Tin dioxide is a clear oxide that serves, when doped, as a transparent electrode. Its highest filled states are mainly oxygen 2p, and its lowest empty state is an antibonding mixture of tin 5s and oxygen 2s. The table gives the gap between them from ten density functionals, all for the same atoms in the same cell.

VASP 6.6.1 plane-wave DFT with PAW potentials for SnO2 (P4_2/mnm, 6 atoms) at one fixed geometry, without spin polarisation or spin-orbit coupling. The cutoff is 520 eV, the k mesh 6×6×8 and the smearing width 0.05 eV, Gaussian for PBE and PBEsol and Fermi-Dirac for the other functionals. Gaps are taken along the path Γ–X–M–Γ–Z–R–A–Z, X–R, M–A.

```tsv
functional	potentials	gap on path (eV)	direct gap on path (eV)
LDA	VASP PAW LDA potentials, recommended	1.168	1.168
PBE	VASP PAW PBE potentials, recommended	1.272	1.272
PBEsol	VASP PAW PBE potentials, recommended	1.177	1.177
r2SCAN	VASP PAW PBE potentials, recommended	1.986	1.986
LAK	VASP PAW PBE potentials, recommended	2.400	2.400
MS2	VASP PAW PBE potentials, recommended	1.644	1.644
SCAN	VASP PAW PBE potentials, recommended	1.875	1.875
TB-mBJ	VASP PAW PBE potentials, recommended	3.175	3.175
TPSS	VASP PAW PBE potentials, recommended	1.419	1.419
revTPSS	VASP PAW PBE potentials, recommended	1.402	1.402
```

The gap on path is the smallest distance between filled and empty levels along the lines sampled in reciprocal space. The direct gap compares levels at the same point, and the two agree in every row. PBE and PBEsol were run with Gaussian smearing, the other functionals with Fermi-Dirac occupations; with gaps so much wider than the smearing this makes no difference.

**(a) LDA knows only the electron density. PBE and PBEsol add its gradient, and the other seven functionals also use the kinetic energy density of the orbitals. Does the gap widen by an even step with each ingredient, and which rows break that pattern?**

*Solution.* Consider first the limit in which only the list of ingredients matters. Functionals with the same list would then give the same gap, and the simplest guess is that each addition widens it equally. Taking LDA and PBE to set the step, the estimate for three ingredients is

$$E_3 = E_\mathrm{LDA} + 2\,(E_\mathrm{PBE}-E_\mathrm{LDA}) = 1.168 + 2\times 0.104 = 1.376\ \text{eV}.$$

This is a yardstick, with no theory behind the equal steps.

TPSS and revTPSS lie within 0.05 eV of it. The other rows with three ingredients break away upwards: MS2 by 0.27 eV, SCAN by 0.50, r2SCAN by 0.61 and LAK by 1.02. TB-mBJ, which also uses second derivatives of the density, exceeds the yardstick by 1.80 eV. The order of the groups survives, since every functional with the third ingredient lies above both PBE and PBEsol, but the even step does not. The differences are worked out in the output after this text.

PBEsol breaks the pattern in the other direction. It uses the gradient, as PBE does, yet its gap is practically that of LDA. A likely reason is that its exchange responds more weakly to the gradient by design. The closeness cannot be assigned to the functional alone, however, because LDA was run with its own potentials and all other rows with PBE potentials. The same reservation applies to the step from LDA to PBE that sets the yardstick. Had PBEsol set the step, the yardstick would be $1.168+2\times0.009=1.186$ eV, and even TPSS would exceed it by about 0.23 eV. The agreement of TPSS with even steps therefore depends on choosing PBE, whereas the large breaks remain with either choice.

The small lead of PBE over LDA also belongs to this particular cell. The cell is close to equilibrium for LDA, but PBE finds it under a pressure of about 12 GPa, and compression widens the gap of this oxide. If each functional were allowed its own cell, the PBE gap would shrink and the order of the two could reverse. PBEsol and the functionals with the third ingredient that yield a pressure also find the cell compressed, to differing degrees, so the sizes of the breaks hold for this fixed cell only.

**(b) Six of the functionals with the third ingredient are derived from an energy expression, yet their gaps spread over 1.0 eV. What separates them?**

*Solution.* The useful quantity is

$$\alpha=\frac{\tau-\tau_\mathrm{W}}{\tau_\mathrm{unif}},$$

where $\tau$ is the kinetic energy density, $\tau_\mathrm{W}$ its value if a single orbital held the whole local density, and $\tau_\mathrm{unif}$ its value in a uniform electron gas of that density. Two limits give it meaning: $\alpha$ is 0 where one orbital dominates and 1 in the uniform gas. It tells the functional whether one orbital dominates a region or several overlap there, which the density and its gradient cannot do reliably.

Now suppose that a functional ignores $\alpha$. Filled and empty states then feel the same local potential, as in LDA and PBE. The true gap also contains a jump in the potential when an electron enters a new orbital, the derivative discontinuity, and such a functional leaves it out. This is the established reason why LDA and PBE gaps are too small.

At the other extreme, suppose that the exchange energy weakens strongly as $\alpha$ grows. An electron placed in the empty state must occupy an orbital orthogonal to all filled ones. Its additional nodes and gradients tend to raise $\alpha$, so the electron gains less exchange energy and its level lies higher. Part of the jump is thereby recovered, and the gap opens.

On this argument, what counts most is how steeply exchange responds to $\alpha$, not merely whether $\tau$ appears in the formula. By construction the response is weak in TPSS and revTPSS, clearer in MS2, SCAN and r2SCAN, and deliberately strong in LAK. The gaps follow this grouping: LAK rises above PBE by 1.13 eV, nearly eight times as much as TPSS. The link between steepness and gap comes from theory. The table agrees with it but cannot isolate it, because these functionals differ in other respects too. The argument also offers a way to place another functional of this kind: look first at how fast its exchange weakens with $\alpha$.

The levels at the centre of the Brillouin zone fit this picture for one pair of functionals. Measured from the top of the filled states, the two lowest empty levels lie 0.24 and 0.31 eV higher in MS2 than in revTPSS. The filled levels just below the top shift by less than 0.1 eV. Among these few levels the change is mainly an opening between filled and empty states rather than an even stretching, although other causes could produce the same pattern.

**(c) TB-mBJ gives the widest gap. Is it the next step on the same ladder, and which of the ten gaps could be used to judge whether a tin dioxide electrode is transparent?**

*Solution.* TB-mBJ is built differently. It is a potential without an energy expression, and it contains a term that grows with the ratio of kinetic energy density to density. The weight of that term is computed from the density in the cell by a recipe adjusted to measured gaps of solids. Its lead of 0.775 eV over LAK therefore comes with a different construction, and it cannot simply be credited to one more ingredient.

Visible light ends at roughly 3.1 eV, and only TB-mBJ gives a gap above that. Read naively, the other nine rows would make the electrode absorb part of the visible range, which a real film of good quality does not do. The measured gap is larger than even the TB-mBJ value, so all ten rows fall short. Spin-orbit coupling is left out of the calculations, but it is a small correction for these band edges and cannot account for the large deficits.

Even an accurate gap would not tell where strong absorption begins. In tin dioxide the lowest direct transition is dipole-forbidden, so the strong onset lies at a higher photon energy. None of the ten gaps can therefore settle the question of transparency alone: a corrected gap and the strengths of the transitions are needed, and for a doped film also the effect of the added electrons.

Numerical output:

```
Gap against even steps, eV:
      row    gap  even_steps  excess
      LDA  1.168       1.168       0
      PBE  1.272       1.272       0
   PBEsol  1.177       1.272  -0.095
   r2SCAN  1.986       1.376    0.61
      LAK    2.4       1.376   1.024
      MS2  1.644       1.376   0.268
     SCAN  1.875       1.376   0.499
   TB-mBJ  3.175       1.376   1.799
     TPSS  1.419       1.376   0.043
  revTPSS  1.402       1.376   0.026
Step from LDA to PBE, eV: 0.104
PBE less PBEsol, eV: 0.095
PBEsol less LDA, eV: 0.009
Lowest meta-GGA (revTPSS) less highest GGA (PBE), eV: 0.13
TPSS less PBE, eV: 0.147
LAK less PBE, eV: 1.128
Ratio of the LAK rise to the TPSS rise over PBE: 7.673
Spread among the six meta-GGAs with an energy functional, eV: 0.998
r2SCAN less SCAN, eV: 0.111
TPSS less revTPSS, eV: 0.017
TB-mBJ less LAK, eV: 0.775
Whole spread of the table, eV: 2.007
Number of rows with a gap above 3.1 eV, the violet end of visible light: 1
MS2 less revTPSS, first empty level at Gamma, eV: 0.241
MS2 less revTPSS, second empty level at Gamma, eV: 0.311
MS2 less revTPSS, next filled pair at Gamma, eV: -0.033
MS2 less revTPSS, lowest printed filled level at Gamma, eV: 0.074
```
